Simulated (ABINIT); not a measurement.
# Ni (Im-3m) in ABINIT: single point with PBEsol

Aim: the single point of Ni with PBEsol.

Program: ABINIT 10.8.3 (patched build). These are calculated values, not measurements. Logs are shortened: lines on timing, memory, paths and dates and some standing lists are left out, and cuts for length are marked. The log counts tension as positive stress, the text compression.

### Step 1. The crystal as given

The structure is cubic, space group Im-3m (No. 229). The conventional cell has a = 2.767 Å, b = 2.767 Å, c = 2.767 Å, α = 90.00°, β = 90.00°, γ = 90.00°. Ni (site symmetry m-3m) has 8 Ni at 2.40 Å as nearest neighbours.

This isn't the form of Ni at room conditions, which is fcc.

### Step 2. Single point, PBEsol, collinear spin, ferromagnetic start

Input file run.abi:

```
# Pseudopotentials
pp_dirpath "./"
pseudos "Ni.upf"

# Structure
acell 4.5290414022 4.5290414022 4.5290414022
rprim
    -0.5773502692     0.5773502692     0.5773502692
     0.5773502692    -0.5773502692     0.5773502692
     0.5773502692     0.5773502692    -0.5773502692
ntypat 1
znucl 28
natom 1
typat 1
xred
     0.0000000000     0.0000000000     0.0000000000

# Plane-wave basis
ecut 1224.512381 eV

# k points
kptopt 1
ngkpt 10 10 10
nshiftk 1
shiftk 0.0 0.0 0.0

# Exchange and correlation
ixc -116133

# Bands and occupations
nband 14
occopt 3
tsmear 0.00183747

# Spin
nsppol 2
spinat
     0.0000000000     0.0000000000     1.0000000000

# SCF cycle
nstep 100
tolvrs 1.0e-10

# Output
iomode 3
prtwf 0
prteig 0
prtebands 0
enunit 1
prtden 1
prtvha 1
prtvclmb 1
prtpot 1
```

Potentials or basis: PseudoDojo NC SR PBEsol v0.4.1 standard.

The run is started by

```sh
$ mpirun --bind-to none -np 4 abinit run.abi > log 2>&1
```

run.abo:

```text
.Version 10.8.3 of ABINIT
 Symmetries : space group Im -3 m (#229); Bravais cI (body-center cubic)
================================================================================
 Values of the parameters that define the memory need of the present run
     intxc =       0    ionmov =       0      iscf =       7    lmnmax =       6
     lnmax =       6     mgfft =      30  mpssoang =       3    mqgrid =    3001
     natom =       1  nloc_mem =       1    nspden =       2   nspinor =       1
    nsppol =       2      nsym =      48    n1xccc =    2501    ntypat =       1
    occopt =       3   xclevel =       2
       mpw =        1051          nfft =       27000          nkpt =          47
================================================================================
================================================================================

--------------------------------------------------------------------------------
------------- Echo of variables that govern the present computation ------------
--------------------------------------------------------------------------------
 -outvars: echo values of preprocessed input variables --------
            acell      4.5290414022E+00  4.5290414022E+00  4.5290414022E+00 Bohr
              amu      5.86900000E+01
             ecut      4.50000000E+01 Hartree
           enunit           1
              ixc     -116133
         kptrlatt       10    0    0      0   10    0      0    0   10
          kptrlen      4.52904140E+01
            natom           1
            nband          14
            ngfft          30      30      30
             nkpt          47
           nspden           2
           nsppol           2
            nstep         100
             nsym          48
           ntypat           1
           occopt           3
        prtebands           0
           prteig           0
           prtpot           1
         prtvclmb           1
           prtvha           1
            prtwf           0
            rprim     -5.7735026920E-01  5.7735026920E-01  5.7735026920E-01
                       5.7735026920E-01 -5.7735026920E-01  5.7735026920E-01
                       5.7735026920E-01  5.7735026920E-01 -5.7735026920E-01
          spgroup         229
           spinat      0.0000000000E+00  0.0000000000E+00  1.0000000000E+00
           tolvrs      1.00000000E-10
           tsmear      1.83747000E-03 Hartree
            typat      1
            znucl       28.00000

================================================================================

 chkinp: Checking input parameters for consistency.

================================================================================
== DATASET  1 ==================================================================

--- !DatasetInfo
iteration_state: {dtset: 1, }
dimensions: {natom: 1, nkpt: 47, mband: 14, nsppol: 2, nspinor: 1, nspden: 2, mpw: 1051, }
cutoff_energies: {ecut:  45.0, pawecutdg:  -1.0, }
electrons: {nelect:   1.80000000E+01, charge:   0.00000000E+00, occopt:   3.00000000E+00, tsmear:   1.83747000E-03, }
meta: {optdriver: 0, ionmov: 0, optcell: 0, iscf: 7, paral_kgb: 0, }
...

 Real(R)+Recip(G) space primitive vectors, cartesian coordinates (Bohr,Bohr^-1):
 R(1)= -2.6148433  2.6148433  2.6148433  G(1)=  0.0000000  0.1912160  0.1912160
 R(2)=  2.6148433 -2.6148433  2.6148433  G(2)=  0.1912160  0.0000000  0.1912160
 R(3)=  2.6148433  2.6148433 -2.6148433  G(3)=  0.1912160  0.1912160  0.0000000
 Unit cell volume ucvol=  7.1514973E+01 bohr^3
 Angles (23,13,12)=  1.09471221E+02  1.09471221E+02  1.09471221E+02 degrees

 getcut: wavevector=  0.0000  0.0000  0.0000  ngfft=  30  30  30
         ecut(hartree)=     45.000   => boxcut(ratio)=   2.19353

--- Pseudopotential description ------------------------------------------------
- pspini: atom type   1  psp file is ./Ni.upf
12 -116133 2 -1 1356                          pspcod,pspxc,lmax,lloc,mmax
     nproj     2     2     2

   3.52292316E+02                                ecore*ucvol(ha*bohr**3)
--------------------------------------------------------------------------------

================================================================================

--- !BeginCycle
iteration_state: {dtset: 1, }
solver: {iscf: 7, nstep: 100, nline: 4, wfoptalg: 0, }
tolerances: {tolvrs: 1.00E-10, }
...

     iter   Etot(hartree)      deltaE(h)  residm     vres2   difmagsph maxmagsph
 ETOT  1  -167.58125811426    -1.676E+02 3.264E-01 8.028E+00 6.296E-01 6.296E-01
 ETOT  2  -167.64160289239    -6.034E-02 1.085E-02 3.502E+01 1.484E-02 6.147E-01
 ETOT  3  -167.64709425166    -5.491E-03 1.427E-03 6.731E-02 2.057E-02 5.941E-01
 ETOT  4  -167.64710248413    -8.232E-06 1.349E-03 4.260E-02 1.119E-02 5.830E-01
 ETOT  5  -167.64710987880    -7.395E-06 6.786E-04 2.202E-04 1.978E-03 5.849E-01
 ETOT  6  -167.64711004032    -1.615E-07 5.466E-04 7.135E-05 1.670E-03 5.866E-01
 ETOT  7  -167.64711013044    -9.012E-08 2.611E-04 2.829E-05 1.681E-03 5.883E-01
 ETOT  8  -167.64711022687    -9.643E-08 1.898E-04 1.626E-06 3.562E-03 5.918E-01
 ETOT  9  -167.64711023271    -5.842E-09 8.893E-05 1.584E-08 9.855E-04 5.928E-01
 ETOT 10  -167.64711023279    -8.774E-11 6.202E-05 1.214E-10 1.252E-04 5.930E-01
 ETOT 11  -167.64711023279     6.338E-12 2.908E-05 3.551E-13 2.021E-06 5.930E-01

 At SCF step   11       vres2   =  3.55E-13 < tolvrs=  1.00E-10 =>converged.

 Cartesian components of stress tensor (hartree/bohr^3)
  sigma(1 1)=  1.26181007E-04  sigma(3 2)=  0.00000000E+00
  sigma(2 2)=  1.26181007E-04  sigma(3 1)=  0.00000000E+00
  sigma(3 3)=  1.26181007E-04  sigma(2 1)=  0.00000000E+00

--- !ResultsGS
iteration_state: {dtset: 1, }
comment   : Summary of ground state results
lattice_vectors:
- [ -2.6148433,   2.6148433,   2.6148433, ]
- [  2.6148433,  -2.6148433,   2.6148433, ]
- [  2.6148433,   2.6148433,  -2.6148433, ]
lattice_lengths: [   4.52904,    4.52904,    4.52904, ]
lattice_angles: [109.471, 109.471, 109.471, ] # degrees, (23, 13, 12)
lattice_volume:   7.1514973E+01
convergence: {deltae:  6.338E-12, res2:  3.551E-13, residm:  2.908E-05, diffor: null, }
etotal    :  -1.67647110E+02
entropy   :   0.00000000E+00
fermie    :   4.20838726E-01
cartesian_stress_tensor: # hartree/bohr^3
- [  1.26181007E-04,   0.00000000E+00,   0.00000000E+00, ]
- [  0.00000000E+00,   1.26181007E-04,   0.00000000E+00, ]
- [  0.00000000E+00,   0.00000000E+00,   1.26181007E-04, ]
pressure_GPa:  -3.7124E+00
xred      :
- [  0.0000E+00,   0.0000E+00,   0.0000E+00, Ni]
cartesian_forces: # hartree/bohr
- [ -0.00000000E+00,  -0.00000000E+00,  -0.00000000E+00, ]
force_length_stats: {min:   0.00000000E+00, max:   0.00000000E+00, mean:   0.00000000E+00, }
...

 Integrated electronic and magnetization densities in atomic spheres:
 ------------------------------------------------------------------------------------------------------------
 Radius=ratsph(iatom), smearing ratsm=  0.0000. Diff(up-dn)=approximate z local magnetic moment.
    Atom    Radius    up_density   dn_density  Total(up+dn)  Diff(up-dn)
    1 Ni   2.00000     8.481148     7.888193     16.369342     0.592955
 ------------------------------------------------------------------------------------------------------------
  Sum:                 8.481148     7.888193     16.369342     0.592955
 Total magnetization (from the atomic spheres):                0.592955
 Total magnetization (exact up - dn):                          0.561938

================================================================================

 ----iterations are completed or convergence reached----

 Mean square residual over all n,k,spin=   34.337E-09; max=  29.077E-06
 reduced coordinates (array xred) for    1 atoms
       0.000000000000      0.000000000000      0.000000000000
 rms dE/dt=  0.0000E+00; max dE/dt=  0.0000E+00; dE/dt below (all hartree)
    1       0.000000000000      0.000000000000      0.000000000000

 cartesian coordinates (angstrom) at end:
    1      0.00000000000000     0.00000000000000     0.00000000000000

 cartesian forces (hartree/bohr) at end:
    1     -0.00000000000000    -0.00000000000000    -0.00000000000000
 frms,max,avg= 0.0000000E+00 0.0000000E+00   0.000E+00  0.000E+00  0.000E+00 h/b

 cartesian forces (eV/Angstrom) at end:
    1     -0.00000000000000    -0.00000000000000    -0.00000000000000
 frms,max,avg= 0.0000000E+00 0.0000000E+00   0.000E+00  0.000E+00  0.000E+00 e/A
 length scales=  4.529041402200  4.529041402200  4.529041402200 bohr
              =  2.396665495654  2.396665495654  2.396665495654 angstroms
 Fermi (or HOMO) energy (eV) =  11.45161   Average Vxc (eV)= -14.31038
 Eigenvalues (   eV  ) for nkpt=  47  k points, SPIN UP:
 kpt#   1, nband= 14, wtk=  0.00100, kpt=  0.0000  0.0000  0.0000 (reduced coord)
 -91.68280  -52.08447  -52.08447  -52.08447    2.25837    9.04689    9.04689    9.04689
  10.54542   10.54542   37.98083   37.98083   37.98083   42.89171
 prteigrs : prtvol=0 or 1, do not print more k-points.

 Eigenvalues (   eV  ) for nkpt=  47  k points, SPIN DOWN:
 kpt#   1, nband= 14, wtk=  0.00100, kpt=  0.0000  0.0000  0.0000 (reduced coord)
 -91.05248  -51.40622  -51.40622  -51.40622    2.24351    9.73560    9.73560    9.73560
  11.07828   11.07828   37.90365   37.90365   37.90365   42.86208
 prteigrs : prtvol=0 or 1, do not print more k-points.

--- !EnergyTerms
iteration_state     : {dtset: 1, }
comment             : Components of total free energy in Hartree
kinetic             :  7.89018994445152E+01
hartree             :  4.59353454856765E+01
xc                  : -2.12334063279833E+01
Ewald energy        : -1.12732534480738E+02
psp_core            :  4.92613363922905E+00
local_psp           : -1.36885701133953E+02
non_local_psp       : -2.65582454045751E+01
internal            : -1.67646508777829E+02
'-kT*entropy'       : -6.01454959335933E-04
total_energy        : -1.67647110232788E+02
total_energy_eV     : -4.56191026956696E+03
band_energy         : -1.47553846029028E+01
...

 Cartesian components of stress tensor (hartree/bohr^3)
  sigma(1 1)=  1.26181007E-04  sigma(3 2)=  0.00000000E+00
  sigma(2 2)=  1.26181007E-04  sigma(3 1)=  0.00000000E+00
  sigma(3 3)=  1.26181007E-04  sigma(2 1)=  0.00000000E+00

-Cartesian components of stress tensor (GPa)         [Pressure= -3.7124E+00 GPa]
- sigma(1 1)=  3.71237339E+00  sigma(3 2)=  0.00000000E+00
- sigma(2 2)=  3.71237339E+00  sigma(3 1)=  0.00000000E+00
- sigma(3 3)=  3.71237339E+00  sigma(2 1)=  0.00000000E+00

== END DATASET(S) ==============================================================
================================================================================

 -outvars: echo values of variables after computation  --------
            acell      4.5290414022E+00  4.5290414022E+00  4.5290414022E+00 Bohr
           etotal     -1.6764711023E+02
            fcart     -0.0000000000E+00 -0.0000000000E+00 -0.0000000000E+00
            rprim     -5.7735026920E-01  5.7735026920E-01  5.7735026920E-01
                       5.7735026920E-01 -5.7735026920E-01  5.7735026920E-01
                       5.7735026920E-01  5.7735026920E-01 -5.7735026920E-01
           strten      1.2618100671E-04  1.2618100671E-04  1.2618100671E-04
                       0.0000000000E+00  0.0000000000E+00  0.0000000000E+00
 Calculation completed.
```

Wall time 7.7 s (4 MPI ranks of Intel Xeon 6975P-C (Granite Rapids), shared host); peak memory 0.28 GiB.

Results:

```
Free energy                                           : -4561.9103 eV
Pressure                                              : -3.7 GPa
Band gap on the k mesh                                : none (metal or under the smearing width)
Net moment                                            : 0.56 μB per cell
Site moments                                          : Ni +0.59 μB
Valence electrons inside the program's atomic spheres : Ni 16.37 (radii [1.0584] Å)
```
